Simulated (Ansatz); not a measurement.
Relaxed sheet of Si (a trial structure of the honeycomb type), cell area A = 12.818 Å²:

```
Si
1.0
     3.84720    0.00000    0.00000
    -1.92360    3.33177    0.00000
     0.00000    0.00000   28.00000
Si
2
Direct
  0.33333 0.66667 0.50843
  0.66667 0.33333 0.49157
```

All numbers below come from Ansatz 0.2.0, DFT PBE+D3(BJ), scalar-relativistic, plane waves, PAW. Cutoff 420 eV; k points 15×15×1 on the computed 2-atom cell (Γ-centred); Gaussian smearing, width 0.10 eV; no spin polarisation. The sheet is isolated along c (Coulomb cut-off).

Under biaxial strain, atoms relaxed, stress positive in compression; ΔE is the free energy at this smearing, of which the stress is the derivative:

```csv
strain (%),σxx (N/m),σyy (N/m),ΔE (meV/cell),thickness (Å)
-2,1.860,1.860,29.25,0.554
+2,-1.712,-1.712,27.97,0.400
```

Problem. Which in-plane elastic constants follow from the stresses?

Solution. With εxx = εyy = ε the tension along x is (C11 + C12)ε. The central difference gives C11 + C12 = (1.860 − (-1.712))/0.04 = 89.3 N/m and C22 + C12 = 89.3 N/m. The layer modulus for a change of area, (C11 + C22 + 2C12)/4, is 44.6 N/m.

Problem. Do the energies agree?

Solution. The second difference [ΔE(−ε) + ΔE(+ε)]/(A·ε²) = (29.25 + 27.97) meV/(12.818 Å² × 0.0004) × 16.02 N/m per eV/Å² = 178.8 N/m should equal C11 + C22 + 2C12 = 178.6 N/m; they differ by 0.1 %, so the two routes agree. The stress in compression and in tension differ in size because of the third-order constants.

Problem. The unstrained thickness between the outer atoms is 0.472 Å. How does it respond?

Solution. d ln t/dε = (0.400 − 0.554)/(0.472 × 0.04) = -8.16: the sheet thins as it is stretched, as its bonds turn towards the plane.

The sheet is soft in its plane, with a layer modulus of 44.6 N/m, far below that of graphene. Two features of silicon account for this: its σ bonds are longer and weaker than those of carbon, and its diffuse 3p orbitals overlap poorly sideways, so π bonding is too weak to hold the honeycomb flat. The resulting buckling, with bonding between sp² and sp³ in character, lets the lattice take up strain partly by rotating bonds, so that their lengths change by a smaller fraction than the cell edge.

The thickness derivative of -8.16 is large mainly because the buckling height is small compared with the bond length, and it doesn't indicate an unusually compliant bond. Perfectly rigid bonds would give a still steeper response, so stretching and rotation must act together. The greater stress in compression is the usual sign of bond anharmonicity, probably modified by the changing buckling. Equal biaxial strain fixes only the sum C11 + C12, leaving Young's modulus and the in-plane Poisson ratio undetermined.
